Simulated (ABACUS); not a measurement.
The system is C.

```xyz
2
Lattice="0.0000 1.7834 1.7834 1.7834 0.0000 1.7834 1.7834 1.7834 0.0000" Properties=species:S:1:pos:R:3 pbc="T T T"
C     2.6751    2.6751    2.6751
C     1.7834    1.7834    1.7834
```

This isn't the form of C at room conditions, which is graphite.

Base run:

- Program: ABACUS 3.10.1
- Functional: revTPSS
- Potentials or basis: SG15 ONCV 1.2 PBE
- Cutoff: 1293 eV
- Density cutoff: 5170 eV
- Basis: plane waves
- k mesh: 8 × 8 × 8
- Occupations: fermi-dirac, width 0.05 eV
- Spin: no spin polarisation

Its results: band gap on the k mesh 4.12 eV, indirect (least direct gap 5.77 eV); pressure -1.3 GPa.

Task: The run is repeated on the same cell with these changes: functional from revTPSS to rSCAN. What comes out?

Result: Band gap on the k mesh 4.28 eV, indirect (least direct gap 5.84 eV); pressure -3.2 GPa.

Caveats: the potentials were made for another functional, which shifts forces and pressure.

A k mesh can miss the band edges.

Not every run made on this cell is shown here.
